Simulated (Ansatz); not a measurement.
# NbC: a sweep of LAPW's plane-wave cutoff

How much do the results for NbC depend on LAPW's plane-wave cutoff?

Program: Ansatz 0.2.0. Level of theory: DFT, PBE, all-electron LAPW, scalar-relativistic. These are calculated values, not measurements.

## Step 1: The system as given

It takes space group Fm-3m (No. 225, cubic). Conventional cell: a = 4.400 Å, b = 4.400 Å, c = 4.400 Å, α = 90.00°, β = 90.00°, γ = 90.00°. Around Nb (site symmetry m-3m) lie 6 C at 2.20 Å. Around C (site symmetry m-3m) lie 6 Nb at 2.20 Å.

Structure file:

```
CELL_PARAMETERS angstrom
0.00000 2.20000 2.20000
2.20000 0.00000 2.20000
2.20000 2.20000 0.00000
ATOMIC_POSITIONS crystal
Nb 0.00000 0.00000 0.00000
C 0.50000 0.50000 0.50000
```

The geometry is a database entry used as it stands. It may stem from high pressure or temperature, or be incomplete, so it serves as a test cell.

Atoms are numbered in the order of the input: Nb1, C2.

## Step 2: With plane-wave cutoff typed as 90 eV

The input, input.yaml:

```yaml
crystal:
  lattice:
    - [0.0, 2.2, 2.2]
    - [2.2, 0.0, 2.2]
    - [2.2, 2.2, 0.0]
  atoms:
    - { symbol: Nb, position: [0.0, 0.0, 0.0] }
    - { symbol: C, position: [0.5, 0.5, 0.5] }
kpoints:
  mp_grid: { grid: [14, 14, 14] }
scf:
  occupations: { method: fermi_dirac, width: 0.05 }
hamiltonian:
  xc: pbe
  pseudopotentials: { kind: all_electron, lapw: { basis_error: 0.001 } }
output:
  forces: true
  stress: true
  eigenvalues: true
basis:
  ecutwfc: 90
```

The log of the run, cut to the lines that bear on the results:

```text
[...]
Pseudopotentials: kind: all_electron
Pseudopotential: Nb, LAPW, valence charge 31, Koelling and Harmon's equation, gaussian nucleus
Pseudopotential: C, LAPW, valence charge 6, Koelling and Harmon's equation, gaussian nucleus
Functional definition: PBE
[...]
Crystal: 2 atoms, lattice volume = 21.296 Å³
Basis set: ecut = 90 eV, 51 PW (Γ), exchange–correlation at level 2
Bands: 23, of which v1, the nominal top of the filled ones, is band 19 counted from 1 (18 counted from 0)
Symmetry: 48 space group operations
Space group: Fm-3m (ITA 225), of the structure as read, at distance tolerance 2.8e-5 Å
k-points: 104 of 2744
[...]
SCF iter   1: F=—  HF=-104985.972224 eV  |F-HF|=—  |Δ(HF+E_count)|=         —  Δρ=1.80e-1  dr2=8.96e0  ethr=2.42e-2  ⟨swp⟩=2.0  Hψ=13960  notcnv=0
[...]
the basis was enlarged: its passes take 404.2 KiB over the memory plan, 1 of 1 planned eigensolver slots
[...]
SCF iter  10: F=-104982.343417 eV  HF=-104982.343417 eV  |F-HF|=1.56e-9  |Δ(HF+E_count)|=   5.75e-8  Δρ=5.44e-6  dr2=5.94e-9  ethr=5.74e-10  ⟨swp⟩=2.0  Hψ=7782  notcnv=0
[...]
the basis misses lapw.basis_error, or isn't shown to meet it; the report's basis errors tell why
SCF converged after 10 iterations
Free energy (F): -104982.343417 eV
[...]
E sigma→0 (E₀):  -104982.340170 eV
Entropy (-TS):   -0.006493 eV (-3.246 meV/atom)
Fermi energy:    21.938988 eV
[...]
--- Forces (eV/Å), atoms counted from 1 ---
  atom   1  Nb    -0.00000000    -0.00000000    -0.00000000
  atom   2  C      0.00000000    -0.00000000    -0.00000000
[...]
--- Stress (GPa, compression-positive) ---
       25.832984       0.000000       0.000000
        0.000000      25.832984       0.000000
        0.000000       0.000000      25.832984
  P = ⅓ Tr σ = 25.8330 GPa (258.330 kbar)
--- Band table (eV; the first three rows and the last of 104) ---
[...]
```

Run time: 10 s. Hardware: 1 thread, shared host.

In short: pressure 25.83 GPa; no gap.

## Step 3: With plane-wave cutoff typed as 180 eV

Changes to input.yaml since step 2:

```diff
@@ -20,2 +20,2 @@
 basis:
-  ecutwfc: 90
+  ecutwfc: 180
```

The log of the run, cut to the lines that bear on the results:

```text
[...]
[... 4 set-up lines as earlier in the session ...]
[...]
Crystal: 2 atoms, lattice volume = 21.296 Å³
Basis set: ecut = 180 eV, 113 PW (Γ), exchange–correlation at level 2
Bands: 23, of which v1, the nominal top of the filled ones, is band 19 counted from 1 (18 counted from 0)
[... 2 set-up lines as earlier in the session ...]
k-points: 104 of 2744
[...]
SCF iter   1: F=—  HF=-104987.251666 eV  |F-HF|=—  |Δ(HF+E_count)|=         —  Δρ=1.84e-1  dr2=9.21e0  ethr=2.49e-2  ⟨swp⟩=2.0  Hψ=15105  notcnv=0
[...]
the basis was enlarged: its passes take 369.6 KiB over the memory plan, 1 of 1 planned eigensolver slots
[...]
SCF iter  10: F=-104983.578180 eV  HF=-104983.578180 eV  |F-HF|=1.75e-10  |Δ(HF+E_count)|=   5.71e-8  Δρ=4.76e-6  dr2=4.41e-9  ethr=6.82e-10  ⟨swp⟩=2.0  Hψ=7783  notcnv=0
[...]
the basis misses lapw.basis_error, or isn't shown to meet it; the report's basis errors tell why
SCF converged after 10 iterations
Free energy (F): -104983.578180 eV
[...]
E sigma→0 (E₀):  -104983.575302 eV
Entropy (-TS):   -0.005758 eV (-2.879 meV/atom)
Fermi energy:    21.777024 eV
[...]
--- Forces (eV/Å), atoms counted from 1 ---
  atom   1  Nb    -0.00000000     0.00000000     0.00000000
  atom   2  C      0.00000000    -0.00000000     0.00000000
[...]
--- Stress (GPa, compression-positive) ---
       19.499301       0.000000      -0.000000
        0.000000      19.499301      -0.000000
       -0.000000      -0.000000      19.499301
  P = ⅓ Tr σ = 19.4993 GPa (194.993 kbar)
--- Band table (eV; the first three rows and the last of 104) ---
[...]
```

Run time: 12 s. Hardware: 1 thread, shared host.

In short: pressure 19.50 GPa; no gap.

## Step 4: With plane-wave cutoff typed as 220 eV

Changes to input.yaml since step 3:

```diff
@@ -20,2 +20,2 @@
 basis:
-  ecutwfc: 180
+  ecutwfc: 220
```

The log of the run, cut to the lines that bear on the results:

```text
[...]
[... 4 set-up lines as earlier in the session ...]
[...]
Crystal: 2 atoms, lattice volume = 21.296 Å³
Basis set: ecut = 220.00000000000003 eV, 169 PW (Γ), exchange–correlation at level 2
Bands: 23, of which v1, the nominal top of the filled ones, is band 19 counted from 1 (18 counted from 0)
[... 2 set-up lines as earlier in the session ...]
k-points: 104 of 2744
[...]
SCF iter   1: F=—  HF=-104987.275702 eV  |F-HF|=—  |Δ(HF+E_count)|=         —  Δρ=1.84e-1  dr2=9.22e0  ethr=2.49e-2  ⟨swp⟩=2.0  Hψ=15162  notcnv=0
[...]
the basis was enlarged: its passes take 207.5 KiB over the memory plan, 1 of 1 planned eigensolver slots
[...]
SCF iter  10: F=-104983.599011 eV  HF=-104983.599011 eV  |F-HF|=1.02e-10  |Δ(HF+E_count)|=   5.70e-8  Δρ=4.61e-6  dr2=4.06e-9  ethr=6.91e-10  ⟨swp⟩=2.0  Hψ=7783  notcnv=0
[...]
the basis misses lapw.basis_error, or isn't shown to meet it; the report's basis errors tell why
SCF converged after 10 iterations
Free energy (F): -104983.599011 eV
[...]
E sigma→0 (E₀):  -104983.596129 eV
Entropy (-TS):   -0.005764 eV (-2.882 meV/atom)
Fermi energy:    21.775147 eV
[...]
--- Forces (eV/Å), atoms counted from 1 ---
  atom   1  Nb    -0.00000000    -0.00000000    -0.00000000
  atom   2  C      0.00000000    -0.00000000    -0.00000000
[...]
--- Stress (GPa, compression-positive) ---
       19.447632       0.000000      -0.000000
        0.000000      19.447632       0.000000
       -0.000000       0.000000      19.447632
  P = ⅓ Tr σ = 19.4476 GPa (194.476 kbar)
--- Band table (eV; the first three rows and the last of 104) ---
[...]
```

Wall time 15 s (1 thread, shared host).

Read from it: pressure 19.45 GPa; no gap.

## Step 5: With plane-wave cutoff typed as 320 eV

Changes to input.yaml since step 4:

```diff
@@ -20,2 +20,2 @@
 basis:
-  ecutwfc: 220
+  ecutwfc: 320
```

The log of the run, cut to the lines that bear on the results:

```text
[...]
[... 4 set-up lines as earlier in the session ...]
[...]
Crystal: 2 atoms, lattice volume = 21.296 Å³
Basis set: ecut = 319.99999999999994 eV, 283 PW (Γ), exchange–correlation at level 2
Bands: 23, of which v1, the nominal top of the filled ones, is band 19 counted from 1 (18 counted from 0)
[... 2 set-up lines as earlier in the session ...]
k-points: 104 of 2744
[...]
SCF iter   1: F=—  HF=-104987.283857 eV  |F-HF|=—  |Δ(HF+E_count)|=         —  Δρ=1.85e-1  dr2=9.23e0  ethr=2.49e-2  ⟨swp⟩=2.0  Hψ=15211  notcnv=0
[...]
the basis was enlarged: its passes take 158.4 KiB over the memory plan, 1 of 1 planned eigensolver slots
[...]
SCF iter  10: F=-104983.605705 eV  HF=-104983.605705 eV  |F-HF|=1.75e-10  |Δ(HF+E_count)|=   5.80e-8  Δρ=4.50e-6  dr2=3.80e-9  ethr=6.97e-10  ⟨swp⟩=2.0  Hψ=7783  notcnv=0
[...]
SCF converged after 10 iterations
Free energy (F): -104983.605705 eV
[...]
E sigma→0 (E₀):  -104983.602823 eV
Entropy (-TS):   -0.005764 eV (-2.882 meV/atom)
Fermi energy:    21.774380 eV
[...]
--- Forces (eV/Å), atoms counted from 1 ---
  atom   1  Nb    -0.00000000     0.00000000     0.00000000
  atom   2  C      0.00000000     0.00000000     0.00000000
[...]
--- Stress (GPa, compression-positive) ---
       19.439101      -0.000000       0.000000
       -0.000000      19.439101       0.000000
        0.000000       0.000000      19.439101
  P = ⅓ Tr σ = 19.4391 GPa (194.391 kbar)
--- Band table (eV; the first three rows and the last of 104) ---
[...]
```

Run time: 19 s. Hardware: 1 thread, shared host.

In short: pressure 19.44 GPa; no gap.

## Step 6: All runs together

| cutoff (eV) | energy from the last row (meV/atom) | pressure (GPa) | SCF cycles, all passes | time |
| --- | --- | --- | --- | --- |
| 90 | 631.33 | 25.83 | 10 | 10 s |
| 180 | 13.76 | 19.50 | 10 | 12 s |
| 220 | 3.35 | 19.45 | 10 | 15 s |
| 320 | 0.00 | 19.44 | 10 | 19 s |

Energies are those extrapolated to zero smearing.

## Step 7: Outcome

```
                              quantity                       value
energy error of the loosest run (LAPW)              631.3 meV/atom
                within 1 meV/atom from  no run before the tightest
    pressure, lowest to highest (LAPW)          19.44 to 25.83 GPa
```

**Reading.** The loosest usable run is off by 631.3 meV/atom from the tightest; even the run before the tightest is more than 1 meV/atom away, so the sweep hasn't shown convergence. The energy falls at every step, as a growing basis should make it. The pressure spans 6.39 GPa (LAPW). The tightest run took 19 s against 10 s for the loosest.
